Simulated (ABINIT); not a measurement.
The system is V.

```xyz
1
Lattice="-1.5144 1.5144 1.5144 1.5144 -1.5144 1.5144 1.5144 1.5144 -1.5144" Properties=species:S:1:pos:R:3 pbc="T T T"
V     0.0000    0.0000    0.0000
```

Base run:

```yaml
Program: ABINIT 10.8.3 (patched build)
Functional: PBEsol
Potentials_or_basis: JTH PAW PBE v2.0
Cutoff: 408 eV
k_mesh: 12 × 12 × 12
Occupations: fermi-dirac, width 0.05 eV
Spin: collinear spin, ferromagnetic start
Starting_moments: "[2.0] μB"
```

Its results: band gap on the k mesh none (metal or under the smearing width); pressure -11.3 GPa; net moment 0.00 μB per cell.

Question: The run is repeated on the same cell with these changes: k mesh from 12 × 12 × 12 to 5 × 5 × 5. What comes out?

Answer: Band gap on the k mesh none (metal or under the smearing width); pressure -9.5 GPa; net moment 0.21 μB per cell; site moments V +0.17 μB.

Caveats: some runs use coarse meshes; the PAW data sets were made with another functional, which shifts forces and pressure a little.

Not every run made on this cell is shown here.
